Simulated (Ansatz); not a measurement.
## BaF2 (Frankdicksonite): single point with PBE

The system is BaF2 (Frankdicksonite).

```
Ba F
1.0
     0.00000    3.10005    3.10005
     3.10005    0.00000    3.10005
     3.10005    3.10005    0.00000
Ba F
1 2
Direct
  0.00000 0.00000 0.00000
  0.75000 0.75000 0.75000
  0.25000 0.25000 0.25000
```

```yaml
Program: Ansatz 0.2.0
Task: single point
Functional: PBE
Potentials_or_basis: Ansatz PAW
Cutoff: "420 eV (not typed: the program's choice for these potentials)"
k_mesh: 8 × 8 × 8
Occupations: gaussian, width 0.024 eV
Spin: no spin polarisation
```

| Quantity | Value |
| --- | --- |
| Pressure | 1.3 GPa |
| Band gap on the k mesh | 6.83 eV, indirect (least direct gap 6.93 eV) |

Levels at points of the mesh, in eV from the valence-band top:
```tsv
k point	band 8	band 9	band 10	band 11	band 12	band 13	band 14	band 15	band 16
(0.00, 0.00, 0.00)	-1.48	-1.48	-0.10	-0.10	-0.10	6.83	9.27	9.27	11.46
(0.00, 0.00, -0.50)	-1.07	-0.65	-0.36	-0.18	-0.18	9.18	9.26	9.26	9.55
(0.00, -0.50, -0.50)	-0.35	-0.35	-0.33	-0.33	-0.16	7.31	9.08	10.76	12.03
```

Run time: 0.49 s on 2 threads of AMD EPYC 9R45 96-Core Processor (Zen 5), on a shared host, peak memory 0.39 GiB.

Caveat: the pressure holds a Pulay correction of +0.4 GPa for the finite cutoff; spin-orbit coupling is left out, which moves the levels of the heavy elements. A hybrid or GW would open this gap; PBE tends to underestimate it.
